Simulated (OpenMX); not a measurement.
The system is SnO.

```
Sn O
1.0
     3.81370    0.00000    0.00000
     0.00000    3.81370    0.00000
     0.00000    0.00000    4.88691
Sn O
2 2
Cartesian
  1.9068 0.0000 3.7367
  0.0000 1.9068 1.1503
  0.0000 0.0000 0.0000
  1.9068 1.9068 0.0000
```

The cell is a database's computed one.

Base run:

- Program: OpenMX 3.8.5
- Functional: PBE
- Potentials or basis: OpenMX 2013 PBE set, Sn7.0-s3p2d2, O6.0-s2p2d1, grid cutoff 500 Ry
- k mesh: 5 × 5 × 5
- Occupations: fermi-dirac, width 0.05 eV
- Spin: no spin polarisation

Its results: band gap on the k mesh 0.48 eV, indirect (least direct gap 1.92 eV); pressure 7.8 GPa; largest force 1.199 eV/Å.

After a change of settings the same cell gave: band gap on the k mesh 0.29 eV, indirect (least direct gap 1.89 eV); pressure 7.8 GPa; largest force 1.195 eV/Å. Which change was it?
A. dispersion from none to D4
B. dispersion from none to D3(BJ)
C. dispersion from none to D3
D. k mesh from 5 × 5 × 5 to 7 × 7 × 7

D.

Caveats: spin-orbit coupling is left out, which moves the levels of the heavy elements; the basis of atomic orbitals isn't converged, which shifts pressures, moduli and gaps; forces of over 1 eV/Å show positions far from the minimum, so gaps and moduli don't describe the material at rest; an odd mesh through Γ misses points on the zone boundary, where band edges often lie (some runs); the mesh misses the band edges, which the band path finds closer together (some runs).
